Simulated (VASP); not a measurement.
# InSe (P-6m2) in VASP: band structure with PBE+D3(BJ)

Aim: the band structure of InSe with PBE+D3(BJ).

Everything below comes from runs of VASP 6.6.1. Logs are shortened: lines on timing, memory, paths and dates and some standing lists are left out, and cuts for length are marked.

### Step 1. The structure

The structure is hexagonal, space group P-6m2 (No. 187). The conventional cell has a = 4.037 Å, b = 4.037 Å, c = 16.627 Å, α = 90.00°, β = 90.00°, γ = 120.00°. Around In (site symmetry 3m) lie 3 Se at 2.66 Å and 1 In at 2.79 Å. In (site symmetry 3m) is surrounded by 3 Se at 2.66 Å and 1 In at 2.79 Å. Se (site symmetry 3m) has 3 In at 2.66 Å as nearest neighbours. Around Se (site symmetry 3m) lie 3 In at 2.66 Å.

Measurements of this composition are mostly on another form, of space group No. 160.

### Step 2. Band structure, PBE+D3(BJ)

Input file INCAR:

```
PREC     = Accurate       # precision mode
ENCUT    = 520            # plane-wave cutoff, eV
EDIFF    = 1E-6           # SCF threshold, eV
ISMEAR   = 0              # smearing method
SIGMA    = 0.03           # smearing width, eV
LREAL    = False          # projectors in reciprocal space
LASPH    = True           # aspherical terms in the spheres
NELM     = 80             # most SCF steps
ALGO     = Normal         # electronic algorithm
ISIF     = 2              # what is computed and relaxed
LWAVE    = False          # write WAVECAR
LCHARG   = False          # write CHGCAR
GGA      = PE             # functional
IVDW     = 12             # dispersion correction
NBANDS   = 48             # bands
ICORELEVEL= 1            
KPAR     = 2
```

Input file KPOINTS:

```
Automatic mesh
0
Gamma
  9 9 2
```

Input file POSCAR:

```
InSe                                    
1.0
    4.0365091243      0.0000000000     -0.0000000000
   -2.0182545621      3.4957194357      0.0000000000
   -0.0000000000      0.0000000000     16.6271042963
  In              Se            
     4     4
Direct
     0.0000000000000000    1.0000000000000000    0.5839869170128565
     0.0000000000000000    1.0000000000000000    0.4160130829871435
     0.3333333300000021    0.6666666699999979    0.9160041053908400
     0.3333333300000021    0.6666666699999979    0.0839958946091600
     0.6666666699999979    0.3333333300000021    0.8386275635046412
     0.6666666699999979    0.3333333300000021    0.1613724364953588
     0.3333333300000021    0.6666666699999979    0.6612568048569083
     0.3333333300000021    0.6666666699999979    0.3387431951430917
```

Input file KPOINTS_OPT:

```
explicit points
186
Reciprocal
 0.0000000000  0.0000000000  0.0000000000 1
 0.0263157895  0.0000000000  0.0000000000 1
 0.0526315789  0.0000000000  0.0000000000 1
 0.0789473684  0.0000000000  0.0000000000 1
 0.1052631579  0.0000000000  0.0000000000 1
 0.1315789474  0.0000000000  0.0000000000 1
[... 178 lines left out ...]
 0.5000000000  0.0000000000  0.5000000000 1
 0.5000000000  0.0000000000  0.0000000000 1
```

Potentials or basis: VASP PAW PBE potentials, release 64 (In_d, Se).

The run is started by

```sh
cat potpaw_PBE.64/In_d/POTCAR potpaw_PBE.64/Se/POTCAR > POTCAR
mpirun -np 2 vasp_std > vasp.out
```

OUTCAR:

```text
PREC = Accurate
   ENCUT = 520
   EDIFF = 1E-6
   ISMEAR = 0
   LREAL = False
   LASPH = True
   NELM = 80
   ISIF = 2
   GGA = PE
   IVDW = 12
 IVDW          = 12

 ion  position               nearest neighbor table
   1  0.000  0.000  0.584-   7 2.66   7 2.66   7 2.66   2 2.79
   2  0.000  0.000  0.416-   8 2.66   8 2.66   8 2.66   1 2.79
   3  0.333  0.667  0.916-   5 2.66   5 2.66   5 2.66   4 2.79
   4  0.333  0.667  0.084-   6 2.66   6 2.66   6 2.66   3 2.79
   5  0.667  0.333  0.839-   3 2.66   3 2.66   3 2.66
   6  0.667  0.333  0.161-   4 2.66   4 2.66   4 2.66
   7  0.333  0.667  0.661-   1 2.66   1 2.66   1 2.66
   8  0.333  0.667  0.339-   2 2.66   2 2.66   2 2.66

  LATTYP: Found a hexagonal cell.
 ALAT       =     4.0365091243
 C/A-ratio  =     4.1191791680

  Lattice vectors:

 A1 = (   4.0365091243,   0.0000000000,   0.0000000000)
 A2 = (  -2.0182545621,   3.4957194357,   0.0000000000)
 A3 = (   0.0000000000,   0.0000000000,  16.6271042963)

Analysis of symmetry for initial positions (statically):
=====================================================================
 Subroutine PRICEL returns:
 Original cell was already a primitive cell.

 Routine SETGRP: Setting up the symmetry group for a
 hexagonal supercell.

 Subroutine GETGRP returns: Found 12 space group operations
 (whereof 12 operations were pure point group operations)
 out of a pool of 24 trial point group operations.

The static configuration has the point symmetry D_3h.

Analysis of symmetry for dynamics (positions and initial velocities):
=====================================================================
 Subroutine PRICEL returns:
 Original cell was already a primitive cell.

 Routine SETGRP: Setting up the symmetry group for a
 hexagonal supercell.

 Subroutine GETGRP returns: Found 12 space group operations
 (whereof 12 operations were pure point group operations)
 out of a pool of 24 trial point group operations.

The dynamic configuration has the point symmetry D_3h.

 Subroutine INISYM returns: Found 12 space group operations
 (whereof 12 operations are pure point group operations),
 and found     1 'primitive' translations

----------------------------------------------------------------------------------------

                                     Primitive cell

  volume of cell :     234.6168

  direct lattice vectors                    reciprocal lattice vectors
     4.036509124  0.000000000  0.000000000     0.247738818  0.143032074  0.000000000
    -2.018254562  3.495719436  0.000000000     0.000000000  0.286064147  0.000000000
     0.000000000  0.000000000 16.627104296     0.000000000  0.000000000  0.060142763

  length of vectors
     4.036509124  4.036509117 16.627104296     0.286064147  0.286064147  0.060142763

  position of ions in fractional coordinates (direct lattice)
     0.000000000  0.000000000  0.583986917
     0.000000000  0.000000000  0.416013083
     0.333333330  0.666666670  0.916004105
     0.333333330  0.666666670  0.083995895
     0.666666670  0.333333330  0.838627564
     0.666666670  0.333333330  0.161372436
     0.333333330  0.666666670  0.661256805
     0.333333330  0.666666670  0.338743195

  ion indices of the primitive-cell ions
   primitive index   ion index
                 1           1
                 2           2
                 3           3
                 4           4
                 5           5
                 6           6
                 7           7
                 8           8

----------------------------------------------------------------------------------------

 KPOINTS: Automatic mesh

Automatic generation of k-mesh.
 Grid dimensions read from file:
 generate k-points for:    9    9    2

 Generating k-lattice:

  Cartesian coordinates                     Fractional coordinates (reciprocal lattice)
     0.027526535  0.015892453  0.000000000     0.111111111  0.000000000  0.000000000
     0.000000000  0.031784905  0.000000000     0.000000000  0.111111111  0.000000000
     0.000000000  0.000000000  0.030071382     0.000000000  0.000000000  0.500000000

  Length of vectors
     0.031784905  0.031784905  0.030071382

  Shift w.r.t. Gamma in fractional coordinates (k-lattice)
     0.000000000  0.000000000  0.000000000

 Subroutine IBZKPT returns following result:
 ===========================================

 Found     24 irreducible k-points:

 Following reciprocal coordinates:
            Coordinates               Weight
  0.000000  0.000000  0.000000      1.000000
  0.111111 -0.000000  0.000000      6.000000
  0.222222 -0.000000  0.000000      6.000000
  0.333333 -0.000000  0.000000      6.000000
  0.444444 -0.000000  0.000000      6.000000
  0.111111  0.111111  0.000000      6.000000
[... 16 lines left out ...]
  0.333333  0.222222  0.500000     12.000000
  0.333333  0.333333  0.500000      2.000000
   k-points           NKPTS =     24   k-points in BZ     NKDIM =     24   number of bands    NBANDS=     48
   number of dos      NEDOS =    301   number of ions     NIONS =      8
   total plane-waves  NPLWV = 113400
   dimension x,y,z NGX =    30 NGY =   30 NGZ =  126
   dimension x,y,z NGXF=    60 NGYF=   60 NGZF=  252
   ions per type =               4   4
   NGX,Y,Z   is equivalent  to a cutoff of  12.36, 12.36, 12.60 a.u.
   NGXF,Y,Z  is equivalent  to a cutoff of  24.71, 24.71, 25.20 a.u.
 SYSTEM =  unknown system
   PREC   = accura    normal or accurate (medium, high low for compatibility)
   ISTART =      0    job   : 0-new  1-cont  2-samecut
   ICHARG =      2    charge: 1-file 2-atom 10-const
   ISPIN  =      1    spin polarized calculation?
   LNONCOLLINEAR =      F non collinear calculations
   LSORBIT =      F    spin-orbit coupling
   LASPH  =      T    aspherical Exc in radial PAW
   ENCUT  =  520.0 eV  38.22 Ry    6.18 a.u.   7.51  7.51 30.92*2*pi/ulx,y,z
   NELM   =     80;   NELMIN=  2; NELMDL= -5     # of ELM steps
   EDIFF  = 0.1E-05   stopping-criterion for ELM
   LREAL  =      F    real-space projection
   EDIFFG = 0.1E-04   stopping-criterion for IOM
   NSW    =      0    number of steps for IOM
   IBRION =     -1    ionic relax: 0-MD 1-quasi-New 2-CG
   NFREE  =      0    steps in history (QN), initial steepest desc. (CG)
   ISIF   =      2    stress and relaxation
   ISYM   =      2    0-nonsym 1-usesym 2-fastsym
   POTIM  = 0.5000    time-step for ionic-motion
   TEBEG  =    0.0;   TEEND  =   0.0 temperature during run
   PSTRESS=    0.0 pullay stress
   NELECT =      76.0000    total number of electrons
   NUPDOWN=      -1.0000    fix difference up-down
   EMIN   =  10.00;   EMAX   =-10.00  energy-range for DOS
   EFERMI =   0.00;   METHOD = LEGACY
   ISMEAR =     0;   SIGMA  =   0.03  broadening in eV -4-tet -1-fermi 0-gaus
   EFERMI_NEDOS =   21; number of points for ismear=-14 and -15
   IALGO  =     38    algorithm
   IMIX   =      4    mixing-type and parameters
     AMIX     =   0.40;   BMIX     =  1.00
     AMIX_MAG =   1.60;   BMIX_MAG =  1.00
  volume/ion in A,a.u.               =      29.33       197.91
  Fermi-wavevector in a.u.,A,eV,Ry     =   1.124328  2.124672 17.199304  1.264113
  Thomas-Fermi vector in A             =   2.260999
   LORBIT       =      0    0 simple, 1 ext, 2 COOP (PROOUT), +10 PAW based schemes
   GGA     = PE    functional components
   LHFCALC =     F    Hartree Fock is set to
   AEXX    =    0.0000 exact exchange contribution
   IVDW    =    12    specifies the selected vdW correction
   LEPSILON=     F    determine dielectric tensor
   LRPA    =     F    only Hartree local field effects (RPA)
 non-spin polarized calculation
 Gauss-broadening in eV      SIGMA  =   0.03
  energy-cutoff  :      520.00
  volume of cell :      234.62
 maximum number of plane-waves:      6374
 NGX is ok and might be reduce to    30
   NGX = 15   NGY = 15   NGZ = 61

 number of electron      76.0000005 magnetization

 Free energy of the ion-electron system (eV)
  ---------------------------------------------------
  ext. energy  EPLUGINS =         0.00000000
  ---------------------------------------------------
  free energy    TOTEN  =       -28.31322352 eV

  energy without entropy =      -28.31322352  energy(sigma->0) =      -28.31322352

 the core state eigenenergies are
   1-  1s -27739.5304  2s  -4146.0446  2p  -3720.0257  3s   -780.0035  3p   -640.5579
       3d   -424.2257  4s   -111.3386  4p    -69.8185
   2-  1s -27739.5304  2s  -4146.0446  2p  -3720.0257  3s   -780.0035  3p   -640.5579
       3d   -424.2257  4s   -111.3386  4p    -69.8185
   3-  1s -27739.5404  2s  -4146.0540  2p  -3720.0351  3s   -780.0129  3p   -640.5673
       3d   -424.2351  4s   -111.3481  4p    -69.8280
   4-  1s -27739.5404  2s  -4146.0540  2p  -3720.0351  3s   -780.0129  3p   -640.5673
       3d   -424.2351  4s   -111.3481  4p    -69.8280
   5-  1s -12493.4197  2s  -1596.9332  2p  -1403.2824  3s   -203.6038  3p   -143.0747
       3d    -43.2601
   6-  1s -12493.4197  2s  -1596.9332  2p  -1403.2824  3s   -203.6038  3p   -143.0747
       3d    -43.2601
   7-  1s -12493.4163  2s  -1596.9297  2p  -1403.2788  3s   -203.6007  3p   -143.0716
       3d    -43.2570
   8-  1s -12493.4163  2s  -1596.9297  2p  -1403.2788  3s   -203.6007  3p   -143.0716
       3d    -43.2570

 E-fermi :   4.2640     XC(G=0):  -8.9108

 val. band max:        4.1265592678   @ k =   0.0000   0.0000   0.0000
 cond. band min:       4.4123950367   @ k =   0.0000   0.0000   0.0000
 fundamental gap:      0.2858357690
 Fermi energy:         4.2640450378

 k-point     1 :       0.0000    0.0000    0.0000
  band No.  band energies     occupation
      1     -10.7215      2.00000
      2     -10.7132      2.00000
      3     -10.5357      2.00000
      4     -10.5357      2.00000
      5     -10.5268      2.00000
      6     -10.5268      2.00000
[... 40 lines left out ...]
     47       9.2188      0.00000
     48       9.5060      0.00000

 k-point     2 :       0.1111   -0.0000    0.0000
  band No.  band energies     occupation
      1     -10.7210      2.00000
      2     -10.7128      2.00000
      3     -10.5769      2.00000
      4     -10.5661      2.00000
      5     -10.5341      2.00000
      6     -10.5252      2.00000
[... 40 lines left out ...]
     47       8.8929      0.00000
     48       9.2150      0.00000

 k-point     3 :       0.2222   -0.0000    0.0000
  band No.  band energies     occupation
      1     -10.7342      2.00000
      2     -10.7255      2.00000
      3     -10.6462      2.00000
      4     -10.6333      2.00000
      5     -10.5965      2.00000
      6     -10.5799      2.00000
[... 1060 lines left out ...]
     47       9.0268      0.00000
     48       9.0865      0.00000

 k-point    24 :       0.3333    0.3333    0.5000
  band No.  band energies     occupation
      1     -10.8299      2.00000
      2     -10.8227      2.00000
      3     -10.7351      2.00000
      4     -10.7283      2.00000
      5     -10.6631      2.00000
      6     -10.6545      2.00000
[... 40 lines left out ...]
     47       9.6450      0.00000
     48       9.7094      0.00000

------------------------ aborting loop because EDIFF is reached ----------------------------------------

 Edisp (eV)   -2.39443

 E8    (eV) :    -1.0981

  FORCE on cell =-STRESS in cart. coord.  units (eV):
  Direction    XX          YY          ZZ          XY          YZ          ZX
  --------------------------------------------------------------------------------------
  -------------------------------------------------------------------------------------
  Total      -0.01225    -0.01225    -0.02595    -0.00000     0.00000     0.00000
  in kB      -0.08367    -0.08367    -0.17724    -0.00000     0.00000     0.00000
  external pressure =       -0.11 kB  Pullay stress =        0.00 kB

 VOLUME and BASIS-vectors are now :
 -----------------------------------------------------------------------------
  energy-cutoff  :      520.00
  volume of cell :      234.62
      direct lattice vectors                 reciprocal lattice vectors
     4.036509124  0.000000000  0.000000000     0.247738818  0.143032074  0.000000000
    -2.018254562  3.495719436  0.000000000     0.000000000  0.286064147  0.000000000
     0.000000000  0.000000000 16.627104296     0.000000000  0.000000000  0.060142763

 POSITION                                       TOTAL-FORCE (eV/Angst)
 -----------------------------------------------------------------------------------
      0.00000      0.00000      9.71001         0.000000      0.000000     -0.001230
      0.00000      0.00000      6.91709         0.000000      0.000000      0.001230
     -0.00000      2.33048     15.23050         0.000000     -0.000000      0.001636
     -0.00000      2.33048      1.39661        -0.000000     -0.000000     -0.001636
      2.01825      1.16524     13.94395        -0.000000      0.000000     -0.003086
      2.01825      1.16524      2.68316        -0.000000      0.000000      0.003086
     -0.00000      2.33048     10.99479        -0.000000      0.000000      0.003834
     -0.00000      2.33048      5.63232         0.000000      0.000000     -0.003834
 -----------------------------------------------------------------------------------
    total drift:                                0.000016     -0.000010      0.000000

  FREE ENERGIE OF THE ION-ELECTRON SYSTEM (eV)
  ---------------------------------------------------
  free  energy   TOTEN  =       -30.7076526722 eV

  energy  without entropy=      -30.7076526722  energy(sigma->0) =      -30.70765267
```

It took 15 min on 2 MPI ranks of Intel Xeon Platinum 8488C (Sapphire Rapids), shared host; peak memory 0.58 GiB.

What came out:

* Free energy: -30.7077 eV
* Pressure: 0.0 GPa
* Largest force: 0.004 eV/Å
* Band gap on the k mesh: 0.29 eV, direct
* Band gap along the path: 0.29 eV, direct
* Dispersion energy per atom: -0.299 eV

Forces in eV/Å, atoms in the order of the input:
```
In   0.000  0.000 -0.001
In   0.000  0.000  0.001
In   0.000  0.000  0.002
In   0.000  0.000 -0.002
Se   0.000  0.000 -0.003
Se   0.000  0.000  0.003
Se   0.000  0.000  0.004
Se   0.000  0.000 -0.004
```

Levels at the corners of the path, in eV from the valence-band top:
| point | band 36 | band 37 | band 38 | band 39 | band 40 | band 41 |
| --- | --- | --- | --- | --- | --- | --- |
| Γ | -1.16 | -1.16 | 0.00 | 0.29 | 1.68 | 2.00 |
| M | -2.02 | -1.86 | -1.59 | 1.24 | 1.28 | 1.72 |
| M | -2.02 | -1.86 | -1.59 | 1.24 | 1.28 | 1.72 |
| K | -2.06 | -1.90 | -1.71 | 1.73 | 1.74 | 2.17 |
| K | -2.06 | -1.90 | -1.71 | 1.73 | 1.74 | 2.17 |
| Γ | -1.16 | -1.16 | 0.00 | 0.29 | 1.68 | 2.00 |
| Γ | -1.16 | -1.16 | 0.00 | 0.29 | 1.68 | 2.00 |
| A | -1.20 | -0.98 | -0.94 | 1.11 | 1.20 | 2.06 |
| A | -1.20 | -0.98 | -0.94 | 1.11 | 1.20 | 2.06 |
| L | -2.10 | -1.70 | -1.54 | 1.09 | 1.20 | 1.68 |
| L | -2.10 | -1.70 | -1.54 | 1.09 | 1.20 | 1.68 |
| H | -2.11 | -1.89 | -1.55 | 1.55 | 1.83 | 2.20 |
| H | -2.11 | -1.89 | -1.55 | 1.55 | 1.83 | 2.20 |
| A | -1.20 | -0.98 | -0.94 | 1.11 | 1.20 | 2.06 |
| L | -2.10 | -1.70 | -1.54 | 1.09 | 1.20 | 1.68 |
| M | -2.02 | -1.86 | -1.59 | 1.24 | 1.28 | 1.72 |
| K | -2.06 | -1.90 | -1.71 | 1.73 | 1.74 | 2.17 |
| H | -2.11 | -1.89 | -1.55 | 1.55 | 1.83 | 2.20 |

Core levels (eV, on the scale of the bands):
```tsv
atom	levels
1 In	1s -27739.5, 2s -4146.0, 2p -3720.0, 3s -780.0, 3p -640.6, 3d -424.2, 4s -111.3, 4p -69.8
2 In	1s -27739.5, 2s -4146.0, 2p -3720.0, 3s -780.0, 3p -640.6, 3d -424.2, 4s -111.3, 4p -69.8
3 In	1s -27739.5, 2s -4146.1, 2p -3720.0, 3s -780.0, 3p -640.6, 3d -424.2, 4s -111.3, 4p -69.8
4 In	1s -27739.5, 2s -4146.1, 2p -3720.0, 3s -780.0, 3p -640.6, 3d -424.2, 4s -111.3, 4p -69.8
5 Se	1s -12493.4, 2s -1596.9, 2p -1403.3, 3s -203.6, 3p -143.1, 3d -43.3
6 Se	1s -12493.4, 2s -1596.9, 2p -1403.3, 3s -203.6, 3p -143.1, 3d -43.3
```

Caveat: spin-orbit coupling is left out, which moves the levels of the heavy elements.
